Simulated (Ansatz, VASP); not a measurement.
## Two plane-wave programs on Zr

INCAR

```
PREC     = Accurate       # precision mode
ENCUT    = 520            # plane-wave cutoff, eV
EDIFF    = 1E-6           # SCF threshold, eV
ISMEAR   = 0              # smearing method
SIGMA    = 0.15           # smearing width, eV
LREAL    = False          # projectors in reciprocal space
LASPH    = True           # aspherical terms in the spheres
NELM     = 100            # most SCF steps
ALGO     = Fast           # electronic algorithm
ISIF     = 2              # what is computed and relaxed
LWAVE    = False          # write WAVECAR
LCHARG   = False          # write CHGCAR
GGA      = PE             # functional
NBANDS   = 19             # bands
```

KPOINTS

```
Automatic mesh
0
Gamma
  18 18 10
```

The input POSCAR:

```
Zr
1.0
    3.2319982225      0.0000000000      0.0000000000
   -1.6159991112      2.7989925657      0.0000000000
    0.0000000000      0.0000000000      5.1470000000
Zr
2
Direct
    0.3333333333      0.6666666667      0.2500000000
    0.6666666667      0.3333333333      0.7500000000
```

Input for Ansatz:

```yaml
crystal:
  lattice:
    - [3.2319982225, 0.0, 0.0]
    - [-1.6159991112, 2.7989925657, 0.0]
    - [0.0, 0.0, 5.147]
  atoms:
    - { symbol: Zr, position: [0.3333333333, 0.6666666667, 0.25] }
    - { symbol: Zr, position: [0.6666666667, 0.3333333333, 0.75] }
basis:
  ecutwfc: 420
kpoints:
  mp_grid: { grid: [18, 18, 10] }
hamiltonian:
  xc: pbe
scf:
  occupations: { method: gaussian, width: 0.15 }
output:
  forces: true
  stress: true
  eigenvalues: true
```

Alike in both runs: task single point; functional PBE; k mesh 18 × 18 × 10; occupations gaussian, width 0.15 eV; no spin polarisation.

```csv
,VASP,Ansatz
version,VASP 6.6.1,Ansatz 0.2.0
potentials or method,"VASP PAW PBE potentials, release 64 (Zr_sv)","scalar-relativistic, plane waves, PAW"
plane-wave cutoff (eV),520,420
valence electrons in the cell,24,24
```

```tsv
	VASP	Ansatz	Ansatz less VASP
gap on the k mesh at the Fermi level (eV)	none	none	-
pressure (GPa)	0.5	0.5	-0.01
largest component of the traceless stress (GPa)	0.31	0.32	+0.003
```

A gap of «none» marks a metal or a gap that the smearing closes.
